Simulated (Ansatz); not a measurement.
Set up this calculation in Ansatz 0.2.0, as the native input.

| Quantity | Value |
| --- | --- |
| Task | single point |
| Functional | PBEsol |
| Potentials or basis | all-electron LAPW, scalar-relativistic |
| Cutoff | 215 eV (chosen from the basis error) |
| Basis error allowed | 0.001 eV/atom |
| k mesh | 9 × 9 × 9 |
| Occupations | fermi-dirac, width 0.05 eV |
| Spin | no spin polarisation |

P:

```
CELL_PARAMETERS angstrom
1.72573 0.99635 3.12968
-1.72573 0.99635 3.12968
0.00000 -1.99270 3.12968
ATOMIC_POSITIONS crystal
P 0.76363 0.77121 0.76339
P 0.22196 0.22899 0.22684
```

This isn't the form of P at room conditions, which is orthorhombic.

The cell isn't the ideal one: atoms moved at random, drawn with an rms of 0.05 Å.

The input as run:

input.yaml

```yaml
crystal:
  lattice:
    - [1.725725178, 0.9963478961, 3.1296800121]
    - [-1.725725178, 0.9963478961, 3.1296800121]
    - [0.0, -1.9926957921, 3.1296800121]
  atoms:
    - { symbol: P, position: [0.763629, 0.771214, 0.76339] }
    - { symbol: P, position: [0.221964, 0.228991, 0.226845] }
kpoints:
  mp_grid: { grid: [9, 9, 9] }
scf:
  occupations: { method: fermi_dirac, width: 0.05 }
hamiltonian:
  xc: pbesol
  pseudopotentials: { kind: all_electron, lapw: { basis_error: 0.001 } }
output:
  forces: true
  stress: true
  eigenvalues: true
  populations: true
```

Potentials or basis: all-electron LAPW, scalar-relativistic.

The run is started by

```bash
$ ansatz run input.yaml --threads 1 --pin off --max-ram 3072MiB --backend cpu --events-out ev --progress --plain --runs-dir out
```

Results of the run:

```
Pressure               : -3.4 GPa
Largest force          : 0.172 eV/Å
Band gap on the k mesh : none (metal or under the smearing width)
```

It took 24 s on 1 thread of Intel(R) Xeon(R) Platinum 8488C (Sapphire Rapids), with other jobs on the host, peak memory 0.53 GiB.
